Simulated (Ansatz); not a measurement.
Computed with Ansatz 0.2.0, DFT PBE, scalar-relativistic, plane waves, PAW. Settings: cutoff 420 eV, Γ-centred meshes spaced at most about 0.3 Å⁻¹, and about 0.25 Å⁻¹ or finer for metals (2π included), Gaussian smearing. No spin polarisation in the final relaxations.

Temperature and zero-point effects are left out.

Two forms of Sb were relaxed alike.

A.

```
CELL_PARAMETERS angstrom
3.10958 0.00000 0.00000
0.00000 3.10958 0.00000
0.00000 0.00000 3.10958
ATOMIC_POSITIONS crystal
Sb 0.00000 0.00000 0.00000
```

B.

```
CELL_PARAMETERS angstrom
5.11183 0.00000 0.00000
0.00000 5.11183 0.00000
0.00000 0.00000 5.11183
ATOMIC_POSITIONS crystal
Sb 0.62500 0.62500 0.62500
Sb 0.87500 0.37500 0.12500
Sb 0.12500 0.87500 0.37500
Sb 0.37500 0.12500 0.87500
```

Question: Which would you expect to be lower, and how large is the difference?

Answer: A is lower, by 181 meV/atom. A has the simple cubic type, space group Pm-3m (No. 221), 30.1 Å³/atom and no gap on its mesh; B has space group P4_332 (No. 212), 33.4 Å³/atom and no gap. The denser one is the lower, and pressure would at first widen the difference. In A, around Sb lie 6 Sb at 3.11 Å. In B, around Sb lie 6 Sb at 3.13 Å. One comes from a distorted database cell, the other from an invented guess. The part of the Crystallography Open Database at hand lists Sb in space groups No. 139, 166, 194, 221, 225 and others; sharing a group (Pm-3m) doesn't make a cell the listed structure.

Spin–orbit coupling, which can matter for Sb, is left out. With atoms moved at random, Pm-3m came back. Other cells relaxed within their symmetry can be saddle points.
